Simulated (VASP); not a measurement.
Consider the following.

```yaml
crystal:
  lattice:
    - [0.00000, 3.01000, 3.01000]
    - [3.01000, 0.00000, 3.01000]
    - [3.01000, 3.01000, 0.00000]
  atoms:
    - { symbol: Li, position: [0.00000, 0.00000, 0.00000] }
    - { symbol: I, position: [0.50000, 0.50000, 0.50000] }
```

Calculation: PBE GGA, VASP's PBE PAW potentials (set 64) (plane waves; VASP). Settings: 520 eV cut-off, 7×7×7 Γ-centred mesh, second-order Methfessel-Paxton smearing of 0.50 eV, potentials Li_sv I.

Unless said otherwise, spin-orbit coupling is left out, though it shifts the bands of the heavy elements here.

Problem. Estimate the energy per atom (σ→0), band gap (on the k-mesh) with the smallest direct gap where there is one.

Solution. 
```yaml
band gap (on the k-mesh): 4.26 eV
smallest direct gap (on the k-mesh): 4.26 eV
energy per atom (σ→0): -2.915 eV/atom
```

The compound is LiI in the rock salt structure. The cell was not relaxed at this level. The run is one of a series of settings (ISMEAR = 2, SIGMA = 0.5 against the base run), some of them coarse on purpose.
